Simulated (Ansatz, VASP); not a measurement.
# TiO2 (anatase prototype): VASP beside Ansatz

One calculation is typed for both programs; each brings its own data sets. How far apart do they land? The start cell is built, not measured: As first built, before any earlier steps moved the atoms (in the runner's words): anatase prototype, lattice typed by the model. The cell is taken from a series of runs on this material, whose earlier steps may have relaxed, scaled, displaced or heated it; both programs get it as it stands.

Calculated with Ansatz 0.2.0; plane waves, with VASP 6.6.1 beside it; relaxation of cell and atoms at PBEsol.

## 1. The starting structure

It takes space group I4_1/amd (No. 141, tetragonal). The conventional cell has a = 3.790 Å, b = 3.790 Å, c = 9.510 Å, α = 90.00°, β = 90.00°, γ = 90.00°. Nearest to Ti lie 6 O at 1.94 to 1.98 Å. Nearest to O lie 3 Ti at 1.94 to 1.98 Å. As first built, before any earlier steps moved the atoms (in the runner's words): anatase prototype, lattice typed by the model. Farther neighbours and most contacts between anions are not listed.

## 2. Ansatz: relaxation of cell and atoms, PBEsol

Ansatz runs on its default PAW (the set named soft_2) files.

The relaxed volume is the usual yardstick between codes: in a stiff, nearly cubic crystal its relative difference is about their pressure difference at one cell divided by the bulk modulus.

Input file input.yaml:

```yaml
crystal:
  lattice:
    - [-1.895, 1.895, 4.755]
    - [1.895, -1.895, 4.755]
    - [1.895, 1.895, -4.755]
  atoms:
    - { symbol: Ti, position: [0.0, 0.0, 0.0], spin: 1.0 }
    - { symbol: Ti, position: [0.75, 0.25, 0.5], spin: 1.0 }
    - { symbol: O, position: [0.208, 0.208, 0.0] }
    - { symbol: O, position: [0.958, 0.458, 0.5] }
    - { symbol: O, position: [0.542, 0.042, 0.5] }
    - { symbol: O, position: [0.792, 0.792, 0.0] }
magnetization:
  spin_polarized: true
kpoints:
  mp_grid: { grid: [8, 8, 8] }
hamiltonian:
  xc: pbesol
scf:
  occupations: { method: fermi_dirac, width: 0.05 }
output: {}
relax:
  cell: {}
  max_steps: 40
```

Launch:

```console
$ ansatz run input.yaml --threads 8 --pin off --max-ram 14336MiB --backend cpu --events-out ev --progress --plain --runs-dir out
```

Numbers of over 12 decimals in the logs are rounded to 6 here.

Log:

```text
basis.fft_grid_basis auto: the FFT boxes are laid along the combinations [[1, 0, 1], [0, 1, 1], [0, 0, 1]] of the cell's own vectors, 3.790, 3.790 and 5.458 Å long. The dense box has 27×27×40 points. Along the cell's own vectors, as sized, it would have 40×40×40, 2.19 times as many. Of the 16 symmetry operations that the crystal satisfies within crystal.symmetry.tolerance (time reversal apart; of a slab, those that k [...]
Engine: ansatz 0.2.0, aarch64-unknown-linux-gnu
Pseudopotentials: kind: paw
Pseudopotential: Ti, paw, valence charge 12, recommended cutoff 420 eV (normal), Ti.paw.azcp
Pseudopotential: O, paw, valence charge 6, recommended cutoff 420 eV (normal), O.paw.azcp
Functional definition: PBEsol
  exchange = pbesol_x
  correlation = pbesol_c
Crystal: 6 atoms, lattice volume = 68.301 Å³
Basis set: ecut = 420 eV, 1323 PW (Γ), FFT grids on a1+a3, a2+a3, a3, exchange–correlation on 54×54×80 points (8 copies of the dense FFT grid, shifted against one another)
Bands: 31, of which v1, the nominal top of the filled ones, is band 24 counted from 1 (23 counted from 0)
Symmetry: 16 space group operations
Space group: I41/amd (ITA 141), of the structure as read, at distance tolerance 4.1e-5 Å
Magnetic group: BNS 141.551 (UNI 1211), of the structure as read, at distance tolerance 4.1e-5 Å
k-points: 59 of 512
Non-local potential: Ti, projectors of the file, l = 0: 3, l = 1: 2, l = 2: 3, l = 3: 1
Non-local potential: O, projectors of the file, l = 0: 2, l = 1: 2, l = 2: 1
PAW form: soft (Blöchl's): semilocal exchange-correlation on the pseudo side does not see the compensation charge
PAW frozen core: Ti, regenerated for the run's functional, and the local potential with it (the file was generated under x = pbe(κ = 0.804, μ = 0.219515), c = pbe(β = 0.066725))
PAW frozen core: O, regenerated for the run's functional, and the local potential with it (the file was generated under x = pbe(κ = 0.804, μ = 0.219515), c = pbe(β = 0.066725))
PAW one-centre angular grid: Ti, 590 points (default); XC on 64 Gauss nodes
PAW one-centre angular grid: O, 110 points (default); XC on 64 Gauss nodes
Initial density: superposition of atomic densities (chi_scale 0.1, normalization cell, long waves kept (reshape's long-wave potential 0.00 eV rms))
Starting moments: Σ|m| = 2 μB on 2 of 6 sites
Initial wavefunctions: pseudopotential atomic-orbital guess
Functional: x = pbesol(κ = 0.804, μ = 0.123457), c = pbesol(β = 0.046)
SCF iter   1: F=—  HF=-7200.127920 eV  |F-HF|=—  |Δ(HF+E_count)|=         —  Δρ=4.52e-2 (↑4.32e-2 ↓4.52e-2)  dr2=2.41e0  dr2_m=6.97e-1  M=0.000 μB ∫|m|=0.698 μB  β_m=0.30  ethr=3.10e-3  ⟨swp⟩=5.6  Hψ=14795  notcnv=0
Mixer restart at iter 1: flushing history
preconditioner: auto → none  [insulator: Δε(μ)=1.844 eV  Ē_g=10.483 eV  σ=0.050 eV  W_gap=1.00  n_scr=14 (ndim 8)  ℏωp=25.4 eV  f_vac=0.000  D(μ)=0.00/eV (n_scr^D=0)  ε∞_Penn≈6.9]
SCF iter   2: F=—  HF=-7199.369580 eV  |F-HF|=—  |Δ(HF+E_count)|=   7.58e-1  Δρ=3.26e-2 (↑2.69e-2 ↓3.26e-2)  dr2=6.20e-1  dr2_m=3.57e-1  M=0.000 μB ∫|m|=0.620 μB  β_m=0.42  ethr=3.10e-3  ⟨swp⟩=2.1  Hψ=6516  notcnv=0  defer=127
SCF iter   3: F=—  HF=-7199.690792 eV  |F-HF|=—  |Δ(HF+E_count)|=   3.21e-1  Δρ=1.96e-2 (↑1.96e-2 ↓1.18e-2)  dr2=2.49e-1  dr2_m=1.06e-1  M=0.000 μB ∫|m|=0.395 μB  β_m=0.43  ethr=1.29e-3  ⟨swp⟩=2.1  Hψ=5778  notcnv=0  defer=127
SCF iter   4: F=—  HF=-7199.727667 eV  |F-HF|=—  |Δ(HF+E_count)|=         —  Δρ=7.15e-3 (↑6.33e-3 ↓7.15e-3)  dr2=3.91e-3  dr2_m=2.68e-2  M=-0.000 μB ∫|m|=0.147 μB  β_m=0.43  ethr=5.18e-4  ⟨swp⟩=2.8  Hψ=7024  notcnv=0  defer=118
Mixer restart at iter 4: flushing history
SCF iter   5: F=—  HF=-7199.727420 eV  |F-HF|=—  |Δ(HF+E_count)|=   2.47e-4  Δρ=4.42e-3 (↑4.42e-3 ↓4.41e-3)  dr2=4.49e-4  dr2_m=1.20e-2  M=-0.000 μB ∫|m|=0.105 μB  β_m=0.71  ethr=8.16e-6  ⟨swp⟩=2.0  Hψ=5372  notcnv=0  defer=118
SCF iter   6: F=—  HF=-7199.729571 eV  |F-HF|=—  |Δ(HF+E_count)|=   2.15e-3  Δρ=2.25e-3 (↑8.16e-4 ↓2.25e-3)  dr2=5.30e-3  dr2_m=3.29e-4  M=-0.000 μB ∫|m|=0.022 μB  β_m=0.59  ethr=9.35e-7  ⟨swp⟩=2.7  Hψ=7573  notcnv=0  defer=118
SCF iter   7: F=—  HF=-7199.729019 eV  |F-HF|=—  |Δ(HF+E_count)|=   5.52e-4  Δρ=8.80e-4 (↑8.80e-4 ↓3.53e-4)  dr2=7.42e-4  dr2_m=9.50e-5  M=-0.000 μB ∫|m|=0.012 μB  β_m=0.52  ethr=9.35e-7  ⟨swp⟩=3.1  Hψ=8109  notcnv=0  defer=118
SCF iter   8: F=—  HF=-7199.729028 eV  |F-HF|=—  |Δ(HF+E_count)|=   9.25e-6  Δρ=2.79e-4 (↑2.79e-4 ↓1.73e-4)  dr2=1.04e-5  dr2_m=2.96e-5  M=-0.000 μB ∫|m|=0.006 μB  β_m=0.73  ethr=9.35e-7  ⟨swp⟩=2.4  Hψ=6183  notcnv=0  defer=118
[...]
the starting moments were not kept: the SCF closed with an absolute magnetisation of 9.3e-9 μB, where they sum to 2 μB in size (2 sites). That is at most 0.1 of that sum. Measured as dr2_m measures the in/out step, that magnetisation stands 1.4e-17 eV from none, at or under the dr2_threshold of 6.0e-11 eV: it is no larger than a step whose dr2_m would equal this threshold.
SCF 6 converged in 7 iterations: F = -7199.733241 eV  dr2 = 1.46e-12
relax step   6: F+E_penalty+E_count = -7199.73324064 eV  Δ(F+E_penalty+E_count) = +1.765e-3 eV  max|allowed force component| = 2.144e-3 eV/Å  Δτ_max = 0.0000 Å  P = -0.049 GPa  Ω = 67.872 Å³  stress off target by 7.99e-2 GPa  SCF on the basis re-selected at this cell (its energy is not comparable with the rows above)  (7 SCF iters)
[...]
relax step   7: F+E_penalty+E_count = -7199.73326406 eV  Δ(F+E_penalty+E_count) = -2.342e-5 eV  max|allowed force component| = 6.132e-5 eV/Å  Δτ_max = 0.0009 Å  P = +0.000 GPa  Ω = 67.870 Å³  energy of the carried Pulay correction = +5.363e-6 eV  (6 SCF iters, dr2 threshold 1.60e-8 eV, accepted)
[...]
relax step   8: F+E_penalty+E_count = -7199.73334362 eV  Δ(F+E_penalty+E_count) = -7.956e-5 eV  max|allowed force component| = 8.139e-5 eV/Å  Δτ_max = 0.0000 Å  P = +0.000 GPa  Ω = 67.870 Å³  stress off target by 1.01e-2 GPa  SCF on the basis re-selected at this cell (its energy is not comparable with the rows above)  (5 SCF iters)
basis re-selected at this cell: Δ(F+E_penalty+E_count) = -7.956e-5 eV, ΔP = +0.000 GPa vs the last step (what re-selecting the basis moved, of the pressure what is left beyond the Pulay correction that the steps carried, after the strain that the cell walked since its last selection, with what the two solves' SCF thresholds leave and, on support functions, any second-order correction that the steps lacked; it is no m [...]
SCF converged after 5 iterations
Magnetization: 0.0000 μB (24.0000 up, 24.0000 down)
Absolute magnetization: 0.0000 μB (∫|ρ↑−ρ↓|, with the PAW one-centre terms)
Spin contamination: 0.0000 ħ² per cell (⟨S²⟩ above its minimum at these occupations)
Per-site moments (μB) at R_I (Å): [(1.4820085088591836e-9, 0.795327), (1.4820085558127622e-9, 0.795327), (-1.5962345493798821e-9, 0.795327), (-1.5962346385837996e-9, 0.795327), (-1.596234544950571e-9, 0.795327), (-1.5962345696913475e-9, 0.795327)]
Free energy (F): -7199.733344 eV
Harris-Foulkes:  -7199.733344 eV  (|F-HF|=3.46e-11)
Internal energy: -7199.733344 eV  (E = F + TS)
E sigma→0 (E₀):  -7199.733344 eV
Fermi energy:    8.355349 eV
--- Per-component energies (eV) ---
  E_band       = -455.538885
  E_kinetic    = 1245.129375
  E_local      = -3561.213674  (includes V_loc(G=0)·N_el)
  E_nonlocal   = 200.329341
  E_hartree    = 1377.648523
  E_xc         = -486.981372
  E_vxc        = -619.857160  (∫ρ·V_xc dr)
  E_paw        = -2649.021089  (= ΣΔE_a)
  E_vpaw       = -475.233887  (= ΣTr[D̂ρ^β])
  E_aug_tail   = 0.009926  (compensation charges beyond the density's cutoff)
  E_ewald      = -3326.054293
  E_core_change = 0.419920  (= ΣΔE_core)
  E_smearing   = -0.000000  (= −TS)
  E_closure    = -0.000000  (closes the sum)
  Σ components = -7199.733344   (vs F -7199.733344, Δ=0.00e0)
--- Forces (eV/Å), atoms counted from 1 ---
  atom   1  Ti     0.00000000    -0.00000000     0.00000000
  atom   2  Ti     0.00000000    -0.00000000     0.00000000
  atom   3  O      0.00000000     0.00000000    -0.00008139
  atom   4  O      0.00000000     0.00000000    -0.00008139
  atom   5  O      0.00000000     0.00000000     0.00008139
  atom   6  O      0.00000000     0.00000000     0.00008139
  max |Σ_I F_I| component: 2.14e-17 eV/Å
--- Stress (GPa, compression-positive) ---
       -0.004406       0.000000       0.000000
        0.000000      -0.004406       0.000000
        0.000000       0.000000       0.010150
  P = ⅓ Tr σ = 0.0004 GPa (0.004 kbar)
--- Relaxed structure (6 steps of the walk, 6 accepted, 2 SCFs on fresh bases) ---
  F+E_penalty+E_count = -7199.73334362 eV   max|allowed force component| = 8.139e-5 eV/Å   (the final SCF, on the basis selected at the relaxed cell)
  cell:  # Å, volume = 67.8701 Å³
    - [-1.884917, 1.884917, 4.775666]
    - [1.884917, -1.884917, 4.775666]
    - [1.884917, 1.884917, -4.775666]
  atoms:
    - { symbol: Ti, position: [0, 0, 0] }
    - { symbol: Ti, position: [0.750000, 0.250000, 0.500000] }
    - { symbol: O, position: [0.207533, 0.207533, 0] }
    - { symbol: O, position: [0.957533, 0.457533, 0.5] }
    - { symbol: O, position: [0.542467, 0.042467, 0.500000] }
    - { symbol: O, position: [0.792467, 0.792467, 0] }
```

[end of part 1 of 2]

[Lines on the potential files, build, host, timing and source positions are cut from VASP's logs without a mark.]

[Logs are printed without paths, hosts, clocks, repeated set-up lines and the standing remarks that a program may print on its own settings, such as how far it seeks lower states.]

[Hosts, paths, dates, database ids (printed as entryN), source tags and the programs' standing remarks are cut or masked in the printed files.]
